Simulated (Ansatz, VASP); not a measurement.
## Al2O3 in VASP and in Ansatz

```
CELL_PARAMETERS angstrom
2.38693 1.37810 4.33829
-2.38693 1.37810 4.33829
0.00000 -2.75619 4.33829
ATOMIC_POSITIONS crystal
Al 0.14792 0.14792 0.14792
Al 0.35208 0.35208 0.35208
Al 0.64792 0.64792 0.64792
Al 0.85208 0.85208 0.85208
O 0.94414 0.55586 0.25000
O 0.44414 0.75000 0.05586
O 0.55586 0.25000 0.94414
O 0.25000 0.94414 0.55586
O 0.75000 0.05586 0.44414
O 0.05586 0.44414 0.75000
```

Alike in both runs: functional PBEsol; k mesh 6 × 6 × 6; occupations gaussian, width 0.02 eV; no spin polarisation.

Ansatz relaxed the structure, and its values are those at the end. VASP's run is a single point on that final structure, the one shown.

|  | VASP | Ansatz |
| --- | --- | --- |
| version | VASP 6.6.1 | Ansatz 0.2.0 |
| potentials or method | VASP PAW PBE potentials, release 64 (Al, O) | scalar-relativistic, plane waves, PAW |
| plane-wave cutoff (eV) | 520 | 420 |
| valence electrons in the cell | 48 | 48 |

Ansatz gave:

| Property | Result |
| --- | --- |
| gap on the k mesh at the Fermi level (eV) | 6.03 |
| least direct gap on the mesh (eV) | 6.03 |
| pressure (GPa) | 0.0 |

Problem. What did VASP give for the same quantities?

Solution. gap on the k mesh at the Fermi level (eV): 6.04; least direct gap on the mesh (eV): 6.04; pressure (GPa): 0.1.

Caveats: the PAW data sets were made with another functional, which shifts forces and pressure a little (VASP). A k mesh can miss the band edges.
